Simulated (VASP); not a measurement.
# TiO2 (e600) (I4_1/amd) in VASP: a series of runs

One crystal, TiO2 (e600), is run at these levels: PBE; tasks: single point.

Program: VASP 6.6.1. These are calculated values, not measurements. Logs are shortened: lines on timing, memory, paths and dates and some standing lists are left out, and cuts for length are marked.

### 1 The structure

Symmetry: I4_1/amd, No. 141, tetragonal system. The conventional cell has a = 3.799 Å, b = 3.799 Å, c = 9.701 Å, α = 90.00°, β = 90.00°, γ = 90.00°. Ti (site symmetry -4m2) has 6 O at 1.95 to 2.00 Å as nearest neighbours. Around O (site symmetry 2mm) lie 3 Ti at 1.95 to 2.00 Å.

### 2 Single point, PBE

Input file INCAR:

```
ALGO = Fast ; EDIFF = 1E-6
ENCUT = 520 ; GGA = PE
ISIF = 2 ; ISMEAR = 0
LASPH = T ; LCHARG = T
LELF = T ; LREAL = F
LVHAR = T ; LWAVE = F
NBANDS = 33 ; NELM = 100
PREC = Accurate ; SIGMA = 0.02
```

Input file KPOINTS:

```
k-points
0
Gamma
  10 10 10
```

Input file POSCAR:

```
TiO2
1.0
   -1.8994824763      1.8994824763      4.8502645828
    1.8994824763     -1.8994824763      4.8502645828
    1.8994824763      1.8994824763     -4.8502645828
Ti O
2 4
Direct
    0.0000000000      0.0000000000      0.0000000000
    0.7500000000      0.2500000000      0.5000000000
    0.2064520293      0.2064520293      0.0000000000
    0.9564520293      0.4564520293      0.5000000000
    0.5435479707      0.0435479707      0.5000000000
    0.7935479707      0.7935479707      0.0000000000
```

Potentials or basis: VASP PAW PBE potentials, release 64 (Ti_sv, O).

Command:

```sh
$ cat potpaw_PBE.64/Ti_sv/POTCAR potpaw_PBE.64/O/POTCAR > POTCAR
$ mpirun -np 1 vasp_std > vasp.out
```

OUTCAR:

```text
EDIFF = 1E-6
   ENCUT = 520
   GGA = PE
   ISIF = 2
   ISMEAR = 0
   LASPH = T
   LREAL = F
   NELM = 100
   PREC = Accurate

 ion  position               nearest neighbor table
   1  0.000  0.000  0.000-   5 1.95   4 1.95   5 1.95   4 1.95   3 2.00   6 2.00
   2  0.750  0.250  0.500-   6 1.95   3 1.95   6 1.95   3 1.95   4 2.00   5 2.00
   3  0.206  0.206  0.000-   2 1.95   2 1.95   1 2.00
   4  0.956  0.456  0.500-   1 1.95   1 1.95   2 2.00
   5  0.544  0.044  0.500-   1 1.95   1 1.95   2 2.00
   6  0.794  0.794  0.000-   2 1.95   2 1.95   1 2.00

  LATTYP: Found a body centered tetragonal cell.
 ALAT       =     3.7989649526
 C/A-ratio  =     2.5534663485

  Lattice vectors:

 A1 = (  -1.8994824763,   1.8994824763,   4.8502645828)
 A2 = (   1.8994824763,  -1.8994824763,   4.8502645828)
 A3 = (   1.8994824763,   1.8994824763,  -4.8502645828)

Analysis of symmetry for initial positions (statically):
=====================================================================
 Subroutine PRICEL returns:
 Original cell was already a primitive cell.

 Routine SETGRP: Setting up the symmetry group for a
 body centered tetragonal supercell.

 Subroutine GETGRP returns: Found 16 space group operations
 (whereof  8 operations were pure point group operations)
 out of a pool of 16 trial point group operations.

The static configuration has the point symmetry D_2d.
 The point group associated with its full space group is D_4h.

Analysis of symmetry for dynamics (positions and initial velocities):
=====================================================================
 Subroutine PRICEL returns:
 Original cell was already a primitive cell.

 Routine SETGRP: Setting up the symmetry group for a
 body centered tetragonal supercell.

 Subroutine GETGRP returns: Found 16 space group operations
 (whereof  8 operations were pure point group operations)
 out of a pool of 16 trial point group operations.

The dynamic configuration has the point symmetry D_2d.
 The point group associated with its full space group is D_4h.

 Subroutine INISYM returns: Found 16 space group operations
 (whereof  8 operations are pure point group operations),
 and found     1 'primitive' translations

----------------------------------------------------------------------------------------

                                     Primitive cell

  volume of cell :      69.9997

  direct lattice vectors                    reciprocal lattice vectors
    -1.899482476  1.899482476  4.850264583     0.000000000  0.263229593  0.103087160
     1.899482476 -1.899482476  4.850264583     0.263229593  0.000000000  0.103087160
     1.899482476  1.899482476 -4.850264583     0.263229593  0.263229593  0.000000000

  length of vectors
     5.544468764  5.544468764  5.544468764     0.282695563  0.282695563  0.372262861

  position of ions in fractional coordinates (direct lattice)
     0.000000000  0.000000000  0.000000000
     0.750000000  0.250000000  0.500000000
     0.206452029  0.206452029  0.000000000
     0.956452029  0.456452029  0.500000000
     0.543547971  0.043547971  0.500000000
     0.793547971  0.793547971  0.000000000

  ion indices of the primitive-cell ions
   primitive index   ion index
                 1           1
                 2           2
                 3           3
                 4           4
                 5           5
                 6           6

----------------------------------------------------------------------------------------

 KPOINTS: k-points

Automatic generation of k-mesh.
 Grid dimensions read from file:
 generate k-points for:   10   10   10

 Generating k-lattice:

  Cartesian coordinates                     Fractional coordinates (reciprocal lattice)
     0.000000000  0.026322959  0.010308716     0.100000000 -0.000000000  0.000000000
     0.026322959  0.000000000  0.010308716    -0.000000000  0.100000000  0.000000000
     0.026322959  0.026322959  0.000000000     0.000000000  0.000000000  0.100000000

  Length of vectors
     0.028269556  0.028269556  0.037226286

  Shift w.r.t. Gamma in fractional coordinates (k-lattice)
     0.000000000  0.000000000  0.000000000

 Subroutine IBZKPT returns following result:
 ===========================================

 Found    102 irreducible k-points:

 Following reciprocal coordinates:
            Coordinates               Weight
  0.000000  0.000000  0.000000      1.000000
  0.100000 -0.000000  0.000000      8.000000
  0.200000 -0.000000  0.000000      8.000000
  0.300000  0.000000  0.000000      8.000000
  0.400000  0.000000  0.000000      8.000000
  0.500000  0.000000  0.000000      4.000000
[... 16 lines left out ...]
  0.300000  0.300000  0.000000      8.000000
  0.400000  0.300000  0.000000     16.000000
 [... further k-points ...]
   k-points           NKPTS =    102   k-points in BZ     NKDIM =    102   number of bands    NBANDS=     33
   number of dos      NEDOS =    301   number of ions     NIONS =      6
   total plane-waves  NPLWV =  74088
   dimension x,y,z NGX =    42 NGY =   42 NGZ =   42
   dimension x,y,z NGXF=    84 NGYF=   84 NGZF=   84
   ions per type =               2   4
   NGX,Y,Z   is equivalent  to a cutoff of  12.59, 12.59, 12.59 a.u.
   NGXF,Y,Z  is equivalent  to a cutoff of  25.19, 25.19, 25.19 a.u.
 SYSTEM =  unknown system
   PREC   = accura    normal or accurate (medium, high low for compatibility)
   ISTART =      0    job   : 0-new  1-cont  2-samecut
   ICHARG =      2    charge: 1-file 2-atom 10-const
   ISPIN  =      1    spin polarized calculation?
   LNONCOLLINEAR =      F non collinear calculations
   LSORBIT =      F    spin-orbit coupling
   LASPH  =      T    aspherical Exc in radial PAW
   ENCUT  =  520.0 eV  38.22 Ry    6.18 a.u.  10.31 10.31 10.31*2*pi/ulx,y,z
   NELM   =    100;   NELMIN=  2; NELMDL= -5     # of ELM steps
   EDIFF  = 0.1E-05   stopping-criterion for ELM
   LREAL  =      F    real-space projection
   EDIFFG = 0.1E-04   stopping-criterion for IOM
   NSW    =      0    number of steps for IOM
   IBRION =     -1    ionic relax: 0-MD 1-quasi-New 2-CG
   NFREE  =      0    steps in history (QN), initial steepest desc. (CG)
   ISIF   =      2    stress and relaxation
   ISYM   =      2    0-nonsym 1-usesym 2-fastsym
   POTIM  = 0.5000    time-step for ionic-motion
   TEBEG  =    0.0;   TEEND  =   0.0 temperature during run
   PSTRESS=    0.0 pullay stress
   NELECT =      48.0000    total number of electrons
   NUPDOWN=      -1.0000    fix difference up-down
   EMIN   =  10.00;   EMAX   =-10.00  energy-range for DOS
   EFERMI =   0.00;   METHOD = LEGACY
   ISMEAR =     0;   SIGMA  =   0.02  broadening in eV -4-tet -1-fermi 0-gaus
   EFERMI_NEDOS =   21; number of points for ismear=-14 and -15
   IALGO  =     68    algorithm
   IMIX   =      4    mixing-type and parameters
     AMIX     =   0.40;   BMIX     =  1.00
     AMIX_MAG =   1.60;   BMIX_MAG =  1.00
  volume/ion in A,a.u.               =      11.67        78.73
  Fermi-wavevector in a.u.,A,eV,Ry     =   1.443632  2.728069 28.355549  2.084074
  Thomas-Fermi vector in A             =   2.562018
   LORBIT       =      0    0 simple, 1 ext, 2 COOP (PROOUT), +10 PAW based schemes
   GGA     = PE    functional components
   LHFCALC =     F    Hartree Fock is set to
   AEXX    =    0.0000 exact exchange contribution
   IVDW    =     0    specifies the selected vdW correction
   LEPSILON=     F    determine dielectric tensor
   LRPA    =     F    only Hartree local field effects (RPA)
 non-spin polarized calculation
 RMM-DIIS sequential band-by-band and
 Gauss-broadening in eV      SIGMA  =   0.02
  energy-cutoff  :      520.00
  volume of cell :       70.00
 maximum number of plane-waves:      1899
 NGX is ok and might be reduce to    42
   NGX = 21   NGY = 21   NGZ = 21

 number of electron      47.9999996 magnetization

 Free energy of the ion-electron system (eV)
  ---------------------------------------------------
  ext. energy  EPLUGINS =         0.00000000
  ---------------------------------------------------
  free energy    TOTEN  =       -53.86481142 eV

  energy without entropy =      -53.86481142  energy(sigma->0) =      -53.86481142

 E-fermi :   3.2411     XC(G=0): -10.5917

 val. band max:        3.1409441079   @ k =  -0.4000   0.4000   0.0000
 cond. band min:       5.2532854146   @ k =   0.0000   0.0000   0.0000
 fundamental gap:      2.1123413067
 Fermi energy:         3.2410789241

 k-point     1 :       0.0000    0.0000    0.0000
  band No.  band energies     occupation
      1     -53.3157      2.00000
      2     -53.2646      2.00000
      3     -29.7443      2.00000
      4     -29.5258      2.00000
      5     -29.5258      2.00000
      6     -29.4645      2.00000
[... 25 lines left out ...]
     32       8.2181      0.00000
     33      10.4636      0.00000

 k-point     2 :       0.1000   -0.0000    0.0000
  band No.  band energies     occupation
      1     -53.3145      2.00000
      2     -53.2654      2.00000
      3     -29.7417      2.00000
      4     -29.5376      2.00000
      5     -29.5266      2.00000
      6     -29.4695      2.00000
[... 25 lines left out ...]
     32       8.5753      0.00000
     33      10.7335      0.00000

 k-point     3 :       0.2000   -0.0000    0.0000
  band No.  band energies     occupation
      1     -53.3114      2.00000
      2     -53.2675      2.00000
      3     -29.7348      2.00000
      4     -29.5671      2.00000
      5     -29.5286      2.00000
      6     -29.4815      2.00000
[... 25 lines left out ...]
     32       8.7940      0.00000
     33      11.3406      0.00000

 k-point     4 :       0.3000    0.0000    0.0000
  band No.  band energies     occupation
      1     -53.3070      2.00000
      2     -53.2706      2.00000
      3     -29.7265      2.00000
      4     -29.6027      2.00000
      5     -29.5308      2.00000
      6     -29.4932      2.00000
[... 25 lines left out ...]
     32       8.9425      0.00000
     33      12.1586      0.00000

 k-point     5 :       0.4000    0.0000    0.0000
  band No.  band energies     occupation
      1     -53.3027      2.00000
      2     -53.2738      2.00000
      3     -29.7191      2.00000
      4     -29.6324      2.00000
      5     -29.5324      2.00000
      6     -29.4992      2.00000
[... 604 lines left out ...]
 k-point    22 :      -0.2000    0.2000    0.0000
  band No.  band energies     occupation
      1     -53.3093      2.00000
      2     -53.2681      2.00000
      3     -29.7397      2.00000
      4     -29.5821      2.00000
      5     -29.5462      2.00000
      6     -29.4982      2.00000
[... 25 lines left out ...]
     32       9.4995      0.00000
     33      11.9153      0.00000

 k-point    23 :       0.3000    0.3000    0.0000
  band No.  band energies     occupation
      1     -53.2962      2.00000
      2     -53.2786      2.00000
      3     -29.7016      2.00000
      4     -29.6485      2.00000
      5     -29.5677      2.00000
      6     -29.5274      2.00000
[... 25 lines left out ...]
     32       9.4673      0.00000
     33      13.4196      0.00000

 k-point    24 :       0.4000    0.3000    0.0000
  band No.  band energies     occupation
      1     -53.2930      2.00000
      2     -53.2808      2.00000
      3     -29.7039      2.00000
      4     -29.6681      2.00000
      5     -29.5697      2.00000
      6     -29.5419      2.00000
[... 25 lines left out ...]
     32       9.4169      0.00000
     33      10.2972      0.00000

 [... further k-points ...]

------------------------ aborting loop because EDIFF is reached ----------------------------------------

  FORCE on cell =-STRESS in cart. coord.  units (eV):
  Direction    XX          YY          ZZ          XY          YZ          ZX
  --------------------------------------------------------------------------------------
  -------------------------------------------------------------------------------------
  Total        0.2269611      0.2269611      0.2555243      0.0000000      0.0000000      0.0000000
  in kB        5.1947656      5.1947656      5.8485298      0.0000000      0.0000000      0.0000000
  external PRESSURE =       5.4126870 kB  Pullay stress =       0.0000000 kB

 VOLUME and BASIS-vectors are now :
 -----------------------------------------------------------------------------
  energy-cutoff  :      520.00
  volume of cell :       70.00
      direct lattice vectors                 reciprocal lattice vectors
    -1.899482476  1.899482476  4.850264583     0.000000000  0.263229593  0.103087160
     1.899482476 -1.899482476  4.850264583     0.263229593  0.000000000  0.103087160
     1.899482476  1.899482476 -4.850264583     0.263229593  0.263229593  0.000000000

 POSITION                                       TOTAL-FORCE (eV/Angst)
 -----------------------------------------------------------------------------------
      0.00000      0.00000      0.00000        -0.000000     -0.000000      0.000000
      0.00000      1.89948      2.42513        -0.000000     -0.000000      0.000000
      0.00000      0.00000      2.00269        -0.000000     -0.000000      0.019089
      0.00000      1.89948      4.42783         0.000000      0.000000      0.019089
      0.00000      1.89948      0.42244         0.000000      0.000000     -0.019089
      0.00000      0.00000      7.69784        -0.000000     -0.000000     -0.019089
 -----------------------------------------------------------------------------------
    total drift:                                0.000000     -0.000000      0.000000

  FREE ENERGIE OF THE ION-ELECTRON SYSTEM (eV)
  ---------------------------------------------------
  free  energy   TOTEN  =       -53.8648114155 eV

  energy  without entropy=      -53.8648114155  energy(sigma->0) =      -53.86481142
```

Run time: 13 min. Hardware: 1 thread of Intel Xeon Platinum 8488C (Sapphire Rapids), shared host; peak memory 0.38 GiB.

Results:

| Quantity | Value |
| --- | --- |
| Free energy | -53.8648 eV |
| Pressure | 0.5 GPa |
| Largest force | 0.019 eV/Å |
| Band gap on the k mesh | 2.11 eV, indirect (least direct gap 2.41 eV) |

Forces in eV/Å, atoms in the order of the input:
```
Ti   0.000  0.000  0.000
Ti   0.000  0.000  0.000
O    0.000  0.000  0.019
O    0.000  0.000  0.019
O    0.000  0.000 -0.019
O    0.000  0.000 -0.019
```

A k mesh can miss the band edges. Expect the measured gap to be larger: semilocal functionals such as PBE lack the derivative discontinuity.

### 3 Single point, PBE

Input file INCAR:

```
SYSTEM = TiO2
PREC     = Accurate       ! precision mode
ENCUT    = 520            ! plane-wave cutoff, eV
EDIFF    = 1E-6           ! SCF threshold, eV
ISMEAR   = 0              ! smearing method
SIGMA    = 0.02           ! smearing width, eV
LREAL    = .FALSE.        ! projectors in reciprocal space
LASPH    = .TRUE.         ! aspherical terms in the spheres
NELM     = 100            ! most SCF steps
ALGO     = Fast           ! electronic algorithm
ISIF     = 2              ! what is computed and relaxed
LWAVE    = .FALSE.        ! write WAVECAR
LCHARG   = .FALSE.        ! write CHGCAR
GGA      = PE             ! functional
NBANDS   = 33             ! bands
```

Input file KPOINTS:

```
Automatic mesh
0
G
  10 10 10
  0 0 0
```

POSCAR is that of step 2.

Potentials or basis: VASP PAW PBE potentials, release 64 (Ti_sv, O).

Command:

```sh
$ cat potpaw_PBE.64/Ti_sv/POTCAR potpaw_PBE.64/O/POTCAR > POTCAR
$ mpirun -np 1 vasp_std > vasp.out
```

OUTCAR:

```text
SYSTEM = TiO2
   PREC = Accurate
   ENCUT = 520
   EDIFF = 1E-6
   ISMEAR = 0
   LREAL = .FALSE.
   LASPH = .TRUE.
   NELM = 100
   ISIF = 2
   GGA = PE

 ion  position               nearest neighbor table
   1  0.000  0.000  0.000-   5 1.95   4 1.95   5 1.95   4 1.95   3 2.00   6 2.00
   2  0.750  0.250  0.500-   6 1.95   3 1.95   6 1.95   3 1.95   4 2.00   5 2.00
   3  0.206  0.206  0.000-   2 1.95   2 1.95   1 2.00
   4  0.956  0.456  0.500-   1 1.95   1 1.95   2 2.00
   5  0.544  0.044  0.500-   1 1.95   1 1.95   2 2.00
   6  0.794  0.794  0.000-   2 1.95   2 1.95   1 2.00

[... 1075 lines left out ...]
  -------------------------------------------------------------------------------------
  Total        0.2269611      0.2269611      0.2555243      0.0000000      0.0000000      0.0000000
  in kB        5.1947656      5.1947656      5.8485298      0.0000000      0.0000000      0.0000000
  external PRESSURE =       5.4126870 kB  Pullay stress =       0.0000000 kB

 VOLUME and BASIS-vectors are now :
 -----------------------------------------------------------------------------
  energy-cutoff  :      520.00
  volume of cell :       70.00
      direct lattice vectors                 reciprocal lattice vectors
    -1.899482476  1.899482476  4.850264583     0.000000000  0.263229593  0.103087160
     1.899482476 -1.899482476  4.850264583     0.263229593  0.000000000  0.103087160
     1.899482476  1.899482476 -4.850264583     0.263229593  0.263229593  0.000000000

 POSITION                                       TOTAL-FORCE (eV/Angst)
 -----------------------------------------------------------------------------------
      0.00000      0.00000      0.00000        -0.000000     -0.000000      0.000000
      0.00000      1.89948      2.42513        -0.000000     -0.000000      0.000000
      0.00000      0.00000      2.00269        -0.000000     -0.000000      0.019089
      0.00000      1.89948      4.42783         0.000000      0.000000      0.019089
      0.00000      1.89948      0.42244         0.000000      0.000000     -0.019089
      0.00000      0.00000      7.69784        -0.000000     -0.000000     -0.019089
 -----------------------------------------------------------------------------------
    total drift:                                0.000000     -0.000000      0.000000

  FREE ENERGIE OF THE ION-ELECTRON SYSTEM (eV)
  ---------------------------------------------------
  free  energy   TOTEN  =       -53.8648114155 eV

  energy  without entropy=      -53.8648114155  energy(sigma->0) =      -53.86481142
```

It took 11 min on 1 thread of Intel Xeon Platinum 8488C (Sapphire Rapids), shared host; peak memory 0.38 GiB.

Results:

```
Free energy            : -53.8648 eV
Pressure               : 0.5 GPa
Largest force          : 0.019 eV/Å
Band gap on the k mesh : 2.11 eV, indirect (least direct gap 2.41 eV)
```

Forces on the atoms (eV/Å):
```
Ti   0.000  0.000  0.000
Ti   0.000  0.000  0.000
O    0.000  0.000  0.019
O    0.000  0.000  0.019
O    0.000  0.000 -0.019
O    0.000  0.000 -0.019
```

[end of part 1 of 2]
